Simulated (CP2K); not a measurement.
Crystal: SiC (Moissanite 6H).

```xyz
12
Lattice="3.0950 0.0000 0.0000 -1.5475 2.6803 0.0000 0.0000 0.0000 15.1700" Properties=species:S:1:pos:R:3 pbc="T T T"
Si    1.5475    0.8934    6.9524
Si    0.0000    1.7869   14.5374
Si    1.5475    0.8934   12.0101
Si    0.0000    1.7869    4.4251
Si    0.0000    0.0000    9.4812
Si    0.0000    0.0000    1.8962
C     1.5475    0.8934    5.0562
C     0.0000    1.7869   12.6412
C     1.5475    0.8934   10.1138
C     0.0000    1.7869    2.5288
C     0.0000    0.0000    7.5850
C     0.0000    0.0000    0.0000
```

Base run:

| Quantity | Value |
| --- | --- |
| Program | CP2K 2026.2 |
| Functional | PBE |
| Potentials or basis | POTENTIAL_UZH Si GTH-PBE-q4, C GTH-PBE-q4; TZVP-MOLOPT-PBE-GTH basis |
| Density cutoff | 6123 eV |
| k mesh | 8 × 8 × 2 |
| Occupations | fermi-dirac, width 0.05 eV |
| Spin | no spin polarisation |

Its results: band gap on the k mesh 2.21 eV, indirect (least direct gap 3.30 eV); pressure -0.3 GPa; largest force 0.145 eV/Å.

Q: After a change of settings the same cell gave: band gap on the k mesh 2.06 eV, indirect (least direct gap 3.26 eV); pressure 7.0 GPa; largest force 0.136 eV/Å. Which change was it?
A. potentials or basis from POTENTIAL_UZH Si GTH-PBE-q4, C GTH-PBE-q4; TZVP-MOLOPT-PBE-GTH basis to POTENTIAL_UZH Si GTH-PBE-q4, C GTH-PBE-q4; ccGRB-D basis; basis sets from Si TZVP-MOLOPT-PBE-GTH-q4, C TZVP-MOLOPT-PBE-GTH-q4 to Si ccGRB-D-q4, C ccGRB-D-q4
B. potentials or basis from POTENTIAL_UZH Si GTH-PBE-q4, C GTH-PBE-q4; TZVP-MOLOPT-PBE-GTH basis to POTENTIAL_UZH Si GTH-PBE-q4, C GTH-PBE-q4; TZV2P-MOLOPT-PBE-GTH basis; basis sets from Si TZVP-MOLOPT-PBE-GTH-q4, C TZVP-MOLOPT-PBE-GTH-q4 to Si TZV2P-MOLOPT-PBE-GTH-q4, C TZV2P-MOLOPT-PBE-GTH-q4
C. potentials or basis from POTENTIAL_UZH Si GTH-PBE-q4, C GTH-PBE-q4; TZVP-MOLOPT-PBE-GTH basis to POTENTIAL_UZH Si GTH-PBE-q4, C GTH-PBE-q4; DZVP-MOLOPT-PBE-GTH basis; basis sets from Si TZVP-MOLOPT-PBE-GTH-q4, C TZVP-MOLOPT-PBE-GTH-q4 to Si DZVP-MOLOPT-PBE-GTH-q4, C DZVP-MOLOPT-PBE-GTH-q4

A: A.

Caveats: the basis of atomic orbitals isn't converged, which shifts pressures, moduli and gaps.
